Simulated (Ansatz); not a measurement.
**Zone-centre phonons of CaF2 at 40 GPa: input and output**

Computed with Ansatz, DFT LDA, scalar-relativistic, plane waves, PAW.

Launched with:
```bash
ansatz run input.yaml --threads 1 --pin off --max-ram 3072MiB --backend cpu --events-out ev --progress --plain --runs-dir out
```

Input (bare energies are in eV):
```yaml
crystal:
  lattice:
    - [0.0, 2.4641548924, 2.4641548924]
    - [2.4641548924, 0.0, 2.4641548924]
    - [2.4641548924, 2.4641548924, 0.0]
  atoms:
    - { symbol: Ca, position: [0.0, 0.0, 0.0] }
    - { symbol: F, position: [0.25, 0.25, 0.25] }
    - { symbol: F, position: [0.75, 0.75, 0.75] }
basis:
  ecutwfc: 420
kpoints:
  mp_grid: { grid: [8, 8, 8] }
hamiltonian:
  xc: lda
scf:
  occupations: { method: fixed }
output:
  eigenvalues: true
phonons:
  method: dfpt
  dielectric: true
  rigid_motions: translations
  eigenvectors: true
```

Results section of the output:
```
--- Phonons (Γ-DFPT): 2 representative perturbations + reference, on 95 of 512 k-points (Σ response iterations 7) ---
  k mesh reduced under 4 symmetry operations, with k and −k counted as one. Each operation leaves every solved perturbation unchanged. A smaller set is not considered because the run solves the response ...
  ASR residual: 1.192e-4 → 0.000e0 eV/Å²; symmetrization residual: 5.133e-7 eV/Å²
  ASR residual per site (eV/Å²): 8.73e-5 1.19e-4 1.19e-4
  Γ frequencies (cm⁻¹): 0.00 0.00 0.00 455.16 455.16 455.16 485.66 485.66 485.66
  ε∞ (high-frequency dielectric tensor):
        2.559404    -0.000000     0.000000
       -0.000000     2.559404     0.000000
        0.000000    -0.000000     2.559404
  ε⁰ (static dielectric tensor: ions relaxed, cell fixed):
        5.039245    -0.000000    -0.000000
       -0.000000     5.039245    -0.000000
       -0.000000    -0.000000     5.039245
  ε⁰ − ε∞ (ionic part):
        2.479841    -0.000000    -0.000000
       -0.000000     2.479841    -0.000000
       -0.000000    -0.000000     2.479841
  softest optical mode at Γ: 455.16 cm⁻¹; the repairs (sum rule, projections) moved no ω² at Γ by more than (1.33 cm⁻¹)²
  Born effective charges Z* (e; rows j = field, columns β = displacement):
    site 0:
         2.46864    0.00000   -0.00000
         0.00000    2.46864    0.00000
         0.00000   -0.00000    2.46864
    site 1:
        -1.23432   -0.00000    0.00000
        -0.00000   -1.23432   -0.00000
         0.00000    0.00000   -1.23432
    site 2:
        -1.23432   -0.00000    0.00000
        -0.00000   -1.23432   -0.00000
         0.00000    0.00000   -1.23432
  Z* charge neutrality: 9.481e-6 e pre-enforcement
  k-mesh period / interband length: 27.9 Å / 0.83 Å = 33.61 at k = (0.0000, 0.0000, 0.0000), direct gap 9.241 eV — 14 or more, which is no proof of convergence
  optical modes at Γ without the LO–TO term, one row a degenerate level:
      ω (cm⁻¹) modes IR ((D/Å)²/amu)
        455.16      3            21.6249
        485.66      3             0.0000
  optical modes at Γ + LO–TO along q̂ = [1.0000, 0.0000, 0.0000]:
      ω (cm⁻¹) modes IR ((D/Å)²/amu)
        455.16      2            14.4166
        485.66      3             0.0000
        638.68      1             7.2083
  optical modes at Γ + LO–TO along q̂ = [0.0000, 1.0000, 0.0000]:
      ω (cm⁻¹) modes IR ((D/Å)²/amu)
        455.16      2            14.4166
        485.66      3             0.0000
        638.68      1             7.2083
  optical modes at Γ + LO–TO along q̂ = [0.0000, 0.0000, 1.0000]:
      ω (cm⁻¹) modes IR ((D/Å)²/amu)
        455.16      2            14.4166
        485.66      3             0.0000
        638.68      1             7.2083
```

Time: 14 s on 1 thread of Intel(R) Xeon(R) Platinum 8488C (Sapphire Rapids) (shared host), peak memory 0.52 GiB.

The real crystal has changed phase below this pressure.